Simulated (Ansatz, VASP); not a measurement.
**GaN in VASP and in Ansatz**

INCAR

```
PREC = Accurate
ENCUT = 520
EDIFF = 1E-6
ISMEAR = 0
SIGMA = 0.01
LREAL = Auto
LASPH = True
NELM = 80
ALGO = Normal
ISIF = 2
LWAVE = False
LCHARG = False
GGA = PE
NBANDS = 86
```

The input KPOINTS:

```
regular mesh
0
Gamma
  3 3 3
```

POSCAR

```
GaN
1.0
    0.0000000000      4.5484769843     -4.5484769843
    4.5484769843      4.5484769843      0.0000000000
    4.5484769843      0.0000000000     -4.5484769843
Ga N
8 8
Direct
    0.0000000000      0.0000000000      0.5000000000
    0.0000000000      0.5000000000      0.5000000000
    0.5000000000      0.0000000000      0.5000000000
    0.5000000000      0.5000000000      0.5000000000
    0.0000000000      0.0000000000      1.0000000000
    0.0000000000      0.5000000000      1.0000000000
    0.5000000000      0.0000000000      1.0000000000
    0.5000000000      0.5000000000      1.0000000000
    0.1250000000      0.1250000000      0.1250000000
    0.1250000000      0.6250000000      0.1250000000
    0.6250000000      0.1250000000      0.1250000000
    0.6250000000      0.6250000000      0.1250000000
    0.1250000000      0.1250000000      0.6250000000
    0.1250000000      0.6250000000      0.6250000000
    0.6250000000      0.1250000000      0.6250000000
    0.6250000000      0.6250000000      0.6250000000
```

Input for Ansatz:

```yaml
crystal:
  lattice:
    - [0.0, 4.5484769843, -4.5484769843]
    - [4.5484769843, 4.5484769843, 0.0]
    - [4.5484769843, 0.0, -4.5484769843]
  atoms:
    - { symbol: Ga, position: [0.0, 0.0, 0.5] }
    - { symbol: Ga, position: [0.0, 0.5, 0.5] }
    - { symbol: Ga, position: [0.5, 0.0, 0.5] }
    - { symbol: Ga, position: [0.5, 0.5, 0.5] }
    - { symbol: Ga, position: [0.0, 0.0, 1.0] }
    - { symbol: Ga, position: [0.0, 0.5, 1.0] }
    - { symbol: Ga, position: [0.5, 0.0, 1.0] }
    - { symbol: Ga, position: [0.5, 0.5, 1.0] }
    - { symbol: "N", position: [0.125, 0.125, 0.125] }
    - { symbol: "N", position: [0.125, 0.625, 0.125] }
    - { symbol: "N", position: [0.625, 0.125, 0.125] }
    - { symbol: "N", position: [0.625, 0.625, 0.125] }
    - { symbol: "N", position: [0.125, 0.125, 0.625] }
    - { symbol: "N", position: [0.125, 0.625, 0.625] }
    - { symbol: "N", position: [0.625, 0.125, 0.625] }
    - { symbol: "N", position: [0.625, 0.625, 0.625] }
basis:
  ecutwfc: 420
  xc_grid: 2
kpoints:
  mp_grid: { grid: [3, 3, 3], shift: [0.0, 0.0, 0.0] }
hamiltonian:
  xc: pbe
scf:
  occupations: { method: gaussian, width: 0.01 }
output:
  forces: true
  stress: true
  eigenvalues: true
  write_density: true
  write_potential: true
  elf: true
  volumetric_format: npy
```

Alike in both runs: task single point; functional PBE; k mesh 3 × 3 × 3; occupations gaussian, width 0.01 eV; no spin polarisation.

|  | VASP | Ansatz |
| --- | --- | --- |
| version | VASP 6.6.1 | Ansatz 0.2.0 |
| potentials or method | VASP PAW PBE potentials, release 64 (Ga_d, N) | scalar-relativistic, plane waves, PAW |
| plane-wave cutoff (eV) | 520 | 420 |
| valence electrons in the cell | 144 | 144 |

```csv
,VASP,Ansatz,Ansatz less VASP
gap on the k mesh at the Fermi level (eV),1.54,1.54,-0.006
least direct gap on the mesh (eV),1.54,1.54,-0.006
pressure (GPa),0.0,-0.1,-0.03
```
